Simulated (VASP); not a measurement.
# V (Pm-3n) in VASP: notebook

Runs on V. Level: RPBE. Tasks: single point, relaxation of cell and atoms.

All numbers are computed with VASP 6.6.1; they aren't measurements. Logs are shortened: lines on timing, memory, paths and dates and some standing lists are left out, and cuts for length are marked.

## (1) The structure

Symmetry: Pm-3n, No. 223, cubic system. Conventional cell: a = 4.825 Å, b = 4.825 Å, c = 4.825 Å, α = 90.00°, β = 90.00°, γ = 90.00°. V (site symmetry m-3) has 12 V at 2.70 Å as nearest neighbours. Around V (site symmetry -4m2) lie 6 V at 2.41 to 2.70 Å.

This isn't the form of V at room conditions, which is bcc.

## (2) Single point, RPBE

INCAR

```
SYSTEM = V
PREC = Accurate
ENCUT = 520
EDIFF = 1E-6
ISMEAR = -1
SIGMA = 0.1
LREAL = .False.
LASPH = .True.
NELM = 80
ALGO = Normal
ISIF = 2
LWAVE = .False.
LCHARG = .False.
GGA = RP
NBANDS = 62
```

KPOINTS

```
Automatic mesh
0
Gamma
  7 7 7
  0 0 0
```

POSCAR

```
V
1.0
    4.8249511243      0.0000000000      0.0000000000
    0.0000000000      4.8249511243      0.0000000000
    0.0000000000      0.0000000000      4.8249511243
V
8
Direct
    0.0000000000      1.0000000000      0.0000000000
    0.5000000000      0.5000000000      0.5000000000
    0.2500000000      0.0000000000      0.5000000000
    0.7500000000      0.0000000000      0.5000000000
    0.5000000000      0.2500000000      1.0000000000
    0.5000000000      0.7500000000      0.0000000000
    1.0000000000      0.5000000000      0.2500000000
    1.0000000000      0.5000000000      0.7500000000
```

Potentials or basis: VASP PAW PBE potentials, release 64 (V_sv).

The run is started by

```
$ cat potpaw_PBE.64/V_sv/POTCAR > POTCAR
$ mpirun -np 1 vasp_std > vasp.out
```

OUTCAR:

```text
SYSTEM = V
   PREC = Accurate
   ENCUT = 520
   EDIFF = 1E-6
   ISMEAR = -1
   LREAL = .False.
   LASPH = .True.
   NELM = 80
   ISIF = 2
   GGA = RP

 ion  position               nearest neighbor table
   1  0.000  0.000  0.000-   3 2.70   4 2.70   5 2.70   6 2.70   7 2.70   8 2.70   3 2.70   4 2.70
                             7 2.70   8 2.70   5 2.70   6 2.70
   2  0.500  0.500  0.500-   3 2.70   4 2.70   5 2.70   6 2.70   7 2.70   8 2.70   5 2.70   6 2.70
                             3 2.70   4 2.70   7 2.70   8 2.70
   3  0.250  0.000  0.500-   4 2.41   4 2.41   1 2.70   1 2.70   2 2.70   2 2.70
   4  0.750  0.000  0.500-   3 2.41   3 2.41   1 2.70   1 2.70   2 2.70   2 2.70
   5  0.500  0.250  0.000-   6 2.41   6 2.41   1 2.70   2 2.70   2 2.70   1 2.70
   6  0.500  0.750  0.000-   5 2.41   5 2.41   1 2.70   2 2.70   2 2.70   1 2.70
   7  0.000  0.500  0.250-   8 2.41   8 2.41   1 2.70   2 2.70   1 2.70   2 2.70
   8  0.000  0.500  0.750-   7 2.41   7 2.41   1 2.70   2 2.70   1 2.70   2 2.70

  LATTYP: Found a simple cubic cell.
 ALAT       =     4.8249511243

  Lattice vectors:

 A1 = (   4.8249511243,   0.0000000000,   0.0000000000)
 A2 = (   0.0000000000,   4.8249511243,   0.0000000000)
 A3 = (   0.0000000000,   0.0000000000,   4.8249511243)

Analysis of symmetry for initial positions (statically):
=====================================================================
 Subroutine PRICEL returns:
 Original cell was already a primitive cell.

 Routine SETGRP: Setting up the symmetry group for a
 simple cubic supercell.

 Subroutine GETGRP returns: Found 48 space group operations
 (whereof 24 operations were pure point group operations)
 out of a pool of 48 trial point group operations.

The static configuration has the point symmetry T_h .
 The point group associated with its full space group is O_h .

Analysis of symmetry for dynamics (positions and initial velocities):
=====================================================================
 Subroutine PRICEL returns:
 Original cell was already a primitive cell.

 Routine SETGRP: Setting up the symmetry group for a
 simple cubic supercell.

 Subroutine GETGRP returns: Found 48 space group operations
 (whereof 24 operations were pure point group operations)
 out of a pool of 48 trial point group operations.

The dynamic configuration has the point symmetry T_h .
 The point group associated with its full space group is O_h .

 Subroutine INISYM returns: Found 48 space group operations
 (whereof 24 operations are pure point group operations),
 and found     1 'primitive' translations
[... 108 lines left out ...]
   ISIF   =      2    stress and relaxation
   ISYM   =      2    0-nonsym 1-usesym 2-fastsym
   POTIM  = 0.5000    time-step for ionic-motion
   TEBEG  =    0.0;   TEEND  =   0.0 temperature during run
   PSTRESS=    0.0 pullay stress
   NELECT =     104.0000    total number of electrons
   NUPDOWN=      -1.0000    fix difference up-down
   EMIN   =  10.00;   EMAX   =-10.00  energy-range for DOS
   EFERMI =   0.00;   METHOD = LEGACY
   ISMEAR =    -1;   SIGMA  =   0.10  broadening in eV -4-tet -1-fermi 0-gaus
   EFERMI_NEDOS =   21; number of points for ismear=-14 and -15
   IALGO  =     38    algorithm
   IMIX   =      4    mixing-type and parameters
     AMIX     =   0.40;   BMIX     =  1.00
     AMIX_MAG =   1.60;   BMIX_MAG =  1.00
  volume/ion in A,a.u.               =      14.04        94.75
  Fermi-wavevector in a.u.,A,eV,Ry     =   1.595609  3.015263 34.639980  2.545967
  Thomas-Fermi vector in A             =   2.693501
   LORBIT       =      0    0 simple, 1 ext, 2 COOP (PROOUT), +10 PAW based schemes
   GGA     = RP    functional components
   LHFCALC =     F    Hartree Fock is set to
   AEXX    =    0.0000 exact exchange contribution
   IVDW    =     0    specifies the selected vdW correction
   LEPSILON=     F    determine dielectric tensor
   LRPA    =     F    only Hartree local field effects (RPA)
 non-spin polarized calculation
  energy-cutoff  :      520.00
  volume of cell :      112.33
 maximum number of plane-waves:      3049
 NGX is ok and might be reduce to    36
   NGX = 17   NGY = 17   NGZ = 17

 number of electron     103.9999898 magnetization

 Free energy of the ion-electron system (eV)
  ---------------------------------------------------
  ext. energy  EPLUGINS =         0.00000000
  ---------------------------------------------------
  free energy    TOTEN  =       -67.91094852 eV

  energy without entropy =      -67.54326384  energy(sigma->0) =      -67.72710618

 E-fermi :   9.3196     XC(G=0): -12.5617

 val. band max:        9.3127563032   @ k =   0.2857   0.1429   0.1429
 cond. band min:       9.3246736143   @ k =   0.2857   0.1429   0.0000
 fundamental gap:      0.0119173111
 Fermi energy:         9.3195867986

 k-point     1 :       0.0000    0.0000    0.0000
  band No.  band energies     occupation
      1     -54.6969      2.00000
      2     -54.5765      2.00000
      3     -54.5765      2.00000
      4     -54.5696      2.00000
      5     -54.5026      2.00000
      6     -54.4137      2.00000
[... 1289 lines left out ...]
     61      11.4093      0.00000
     62      11.4093      0.00000

------------------------ aborting loop because EDIFF is reached ----------------------------------------

  FORCE on cell =-STRESS in cart. coord.  units (eV):
  Direction    XX          YY          ZZ          XY          YZ          ZX
  --------------------------------------------------------------------------------------
  -------------------------------------------------------------------------------------
  Total        0.2215785      0.2215785      0.2215785      0.0000000     -0.0000000     -0.0000000
  in kB        3.1605268      3.1605268      3.1605268      0.0000000     -0.0000000     -0.0000000
  external PRESSURE =       3.1605268 kB  Pullay stress =       0.0000000 kB

 VOLUME and BASIS-vectors are now :
 -----------------------------------------------------------------------------
  energy-cutoff  :      520.00
  volume of cell :      112.33
      direct lattice vectors                 reciprocal lattice vectors
     4.824951124  0.000000000  0.000000000     0.207255985  0.000000000  0.000000000
     0.000000000  4.824951124  0.000000000     0.000000000  0.207255985  0.000000000
     0.000000000  0.000000000  4.824951124     0.000000000  0.000000000  0.207255985

 POSITION                                       TOTAL-FORCE (eV/Angst)
 -----------------------------------------------------------------------------------
      0.00000      0.00000      0.00000        -0.000000      0.000000     -0.000000
      2.41248      2.41248      2.41248        -0.000000      0.000000     -0.000000
      1.20624      0.00000      2.41248         0.000000     -0.000000     -0.000000
      3.61871      0.00000      2.41248        -0.000000      0.000000      0.000000
      2.41248      1.20624      0.00000        -0.000000     -0.000000     -0.000000
      2.41248      3.61871      0.00000         0.000000      0.000000      0.000000
      0.00000      2.41248      1.20624         0.000000      0.000000      0.000000
      0.00000      2.41248      3.61871         0.000000      0.000000     -0.000000
 -----------------------------------------------------------------------------------
    total drift:                                0.000000      0.000000     -0.000000

  FREE ENERGIE OF THE ION-ELECTRON SYSTEM (eV)
  ---------------------------------------------------
  free  energy   TOTEN  =       -67.9109485250 eV

  energy  without entropy=      -67.5432638391  energy(sigma->0) =      -67.72710618
```

OSZICAR:

```text
N       E                     dE             d eps       ncg     rms          rms(c)
DAV:   1     0.171763748699E+04    0.17176E+04   -0.60889E+04  2488   0.197E+03
DAV:   2     0.259096965596E+02   -0.16917E+04   -0.16662E+04  2480   0.676E+02
DAV:   3    -0.752146469841E+02   -0.10112E+03   -0.97840E+02  3326   0.179E+02
DAV:   4    -0.788850200909E+02   -0.36704E+01   -0.36238E+01  3128   0.297E+01
DAV:   5    -0.789474539812E+02   -0.62434E-01   -0.62248E-01  2944   0.422E+00    0.485E+01
DAV:   6    -0.683820278732E+02    0.10565E+02   -0.57803E+01  2702   0.466E+01    0.761E+00
DAV:   7    -0.724387041334E+02   -0.40567E+01   -0.45199E+01  3232   0.343E+01    0.182E+01
DAV:   8    -0.679510157011E+02    0.44877E+01   -0.14968E+01  3164   0.145E+01    0.265E+00
DAV:   9    -0.679486863272E+02    0.23294E-02   -0.93595E-01  3400   0.543E+00    0.244E+00
DAV:  10    -0.679136940594E+02    0.34992E-01   -0.44500E-01  3234   0.400E+00    0.646E-01
DAV:  11    -0.679108541122E+02    0.28399E-02   -0.23702E-02  3192   0.114E+00    0.847E-02
DAV:  12    -0.679110911637E+02   -0.23705E-03   -0.21893E-03  3490   0.273E-01    0.143E-01
DAV:  13    -0.679109589983E+02    0.13217E-03   -0.84912E-04  3248   0.201E-01    0.139E-02
DAV:  14    -0.679109486805E+02    0.10318E-04   -0.20627E-05  3228   0.258E-02    0.544E-03
DAV:  15    -0.679109475794E+02    0.11012E-05   -0.24911E-06  2128   0.118E-02    0.256E-03
DAV:  16    -0.679109486082E+02   -0.10288E-05   -0.35012E-07  1600   0.503E-03    0.904E-04
DAV:  17    -0.679109485250E+02    0.83191E-07   -0.63842E-08  1600   0.182E-03
   1 F= -.67910949E+02 E0= -.67727106E+02  d E =-.367685E+00
```

stdout:

```text
POSCAR found type information on POSCAR V
 POSCAR found :  1 types and       8 ions
 scaLAPACK will be used
 -----------------------------------------------------------------------------
|                                                                             |
|                                                                             |
|     You enforced a specific xc type in the INCAR file but a different       |
|     I HOPE YOU KNOW WHAT YOU ARE DOING!                                     |
|                                                                             |
 -----------------------------------------------------------------------------

 LDA part: xc-table for (Slater+PW92), standard interpolation
 POSCAR, INCAR and KPOINTS ok, starting setup
 FFT: planning ... GRIDC
 FFT: planning ... GRID_SOFT
 FFT: planning ... GRID
 WAVECAR not read
 entering main loop
```

Run time: 6.2 min. Hardware: 1 thread of AMD EPYC, shared host; peak memory 0.21 GiB.

Results:

| Property | Result |
| --- | --- |
| Free energy | -67.9109 eV |
| Pressure | 0.3 GPa |
| Band gap on the k mesh | none (metal or under the smearing width) |

Caveat: the PAW data sets were made with another functional, which shifts forces and pressure a little.

## (3) Single point, RPBE

INCAR

```
ALGO     = Normal         # electronic algorithm
EDIFF    = 1E-6           # SCF threshold, eV
ENCUT    = 520            # plane-wave cutoff, eV
GGA      = RP             # functional
ISIF     = 2              # what is computed and relaxed
ISMEAR   = -1             # smearing method
LASPH    = True           # aspherical terms in the spheres
LCHARG   = False          # write CHGCAR
LREAL    = False          # projectors in reciprocal space
LWAVE    = False          # write WAVECAR
NBANDS   = 62             # bands
NELM     = 100            # most SCF steps
PREC     = Accurate       # precision mode
SIGMA    = 0.1            # smearing width, eV
```

KPOINTS

```
k-points
0
Gamma
  5 5 5
```

POSCAR is that of step 2.

Potentials or basis: VASP PAW PBE potentials, release 64 (V_sv).

The run is started by

```
$ cat potpaw_PBE.64/V_sv/POTCAR > POTCAR
$ mpirun -np 1 vasp_std > vasp.out
```

OUTCAR:

```text
EDIFF = 1E-6
   ENCUT = 520
   GGA = RP
   ISIF = 2
   ISMEAR = -1
   LASPH = True
   LREAL = False
   NELM = 100
   PREC = Accurate

 ion  position               nearest neighbor table
   1  0.000  0.000  0.000-   3 2.70   4 2.70   5 2.70   6 2.70   7 2.70   8 2.70   3 2.70   4 2.70
                             7 2.70   8 2.70   5 2.70   6 2.70
   2  0.500  0.500  0.500-   3 2.70   4 2.70   5 2.70   6 2.70   7 2.70   8 2.70   5 2.70   6 2.70
                             3 2.70   4 2.70   7 2.70   8 2.70
   3  0.250  0.000  0.500-   4 2.41   4 2.41   1 2.70   1 2.70   2 2.70   2 2.70
   4  0.750  0.000  0.500-   3 2.41   3 2.41   1 2.70   1 2.70   2 2.70   2 2.70
   5  0.500  0.250  0.000-   6 2.41   6 2.41   1 2.70   2 2.70   2 2.70   1 2.70
[... 852 lines left out ...]
  external PRESSURE =       2.4642594 kB  Pullay stress =       0.0000000 kB

 VOLUME and BASIS-vectors are now :
 -----------------------------------------------------------------------------
  energy-cutoff  :      520.00
  volume of cell :      112.33
      direct lattice vectors                 reciprocal lattice vectors
     4.824951124  0.000000000  0.000000000     0.207255985  0.000000000  0.000000000
     0.000000000  4.824951124  0.000000000     0.000000000  0.207255985  0.000000000
     0.000000000  0.000000000  4.824951124     0.000000000  0.000000000  0.207255985

 POSITION                                       TOTAL-FORCE (eV/Angst)
 -----------------------------------------------------------------------------------
      0.00000      0.00000      0.00000         0.000000      0.000000      0.000000
      2.41248      2.41248      2.41248         0.000000      0.000000      0.000000
      1.20624      0.00000      2.41248         0.000000     -0.000000     -0.000000
      3.61871      0.00000      2.41248        -0.000000     -0.000000     -0.000000
      2.41248      1.20624      0.00000         0.000000      0.000000      0.000000
      2.41248      3.61871      0.00000        -0.000000      0.000000     -0.000000
      0.00000      2.41248      1.20624        -0.000000     -0.000000      0.000000
      0.00000      2.41248      3.61871        -0.000000      0.000000     -0.000000
 -----------------------------------------------------------------------------------
    total drift:                                0.000000      0.000000     -0.000000

  FREE ENERGIE OF THE ION-ELECTRON SYSTEM (eV)
  ---------------------------------------------------
  free  energy   TOTEN  =       -67.9211115721 eV

  energy  without entropy=      -67.5655759717  energy(sigma->0) =      -67.74334377
```

stdout:

```text
POSCAR found type information on POSCAR V
 POSCAR found :  1 types and       8 ions
 scaLAPACK will be used
 -----------------------------------------------------------------------------
|                                                                             |
|                                                                             |
|     You enforced a specific xc type in the INCAR file but a different       |
|     I HOPE YOU KNOW WHAT YOU ARE DOING!                                     |
|                                                                             |
 -----------------------------------------------------------------------------

 LDA part: xc-table for (Slater+PW92), standard interpolation
 POSCAR, INCAR and KPOINTS ok, starting setup
 FFT: planning ... GRIDC
 FFT: planning ... GRID_SOFT
 FFT: planning ... GRID
 WAVECAR not read
 entering main loop
```

It took 3.4 min on 1 thread of AMD EPYC, shared host; peak memory 0.19 GiB.

Results:

```yaml
Free_energy: -67.9211 eV
Pressure: 0.2 GPa
Band_gap_on_the_k_mesh: none (metal or under the smearing width)
```

Caveat: the PAW data sets were made with another functional, which shifts forces and pressure a little.

(Part 1 of 2 ends here.)
